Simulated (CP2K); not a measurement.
C under changes of volume

One of the cells (5.672 Å³/atom); the others are scaled copies at fixed shape and fractional positions:

```
C
1.0
     2.52207    0.00000    0.00000
     1.26103    2.18417    0.00000
     1.26103    0.72806    2.05926
C
2
Direct
  0.75000 0.75000 0.75000
  0.50000 0.50000 0.50000
```

This isn't the form of C at room conditions, which is graphite.

| Item | Value |
| --- | --- |
| Program | CP2K 2026.2 |
| Functional | LDA |
| Potentials or basis | GTH_POTENTIALS C GTH-PADE-q4; TZVP-MOLOPT-PBE-GTH basis |
| Density cutoff | 6123 eV |
| k mesh | 13 × 13 × 13 |
| Occupations | fermi-dirac, width 0.1 eV |
| Spin | no spin polarisation |

```tsv
volume (Å³/atom)	energy over the lowest point (meV/atom)	pressure (GPa)	gap on the mesh (eV)
5.332	10.70	18.1	4.68
5.445	1.75	7.4	4.63
5.558	0.00	-2.3	4.58
5.672	4.82	-11.1	4.53
5.785	?	?	?
5.899	31.78	-26.4	4.43
6.012	52.88	-33.1	4.38
```

Q: What does the run at 5.785 Å³/atom give?

A: Energy over the lowest point 15.58 meV/atom; pressure -19.2 GPa; gap on the mesh 4.48 eV.

Worked out: A Birch-Murnaghan fit of order 3 (a polynomial in V^(-2/3)) to the other rows has its minimum at 5.53 Å³/atom with B0 = V·E''(V) = 462 GPa and B' = 3.6. It gives 15.52 meV/atom at 5.785 Å³/atom, against the run's 15.58, and -dE/dV = -19.1 GPa, against -19.2. A straight line through the other rows of the gap, of slope -2.5 eV per unit of ln V, gives 4.48 eV, against the run's 4.48.

Energies are extrapolated to zero smearing.

Caveats: an odd mesh through Γ misses points on the zone boundary, where band edges often lie; the basis of atomic orbitals isn't converged, which shifts pressures, moduli and gaps.
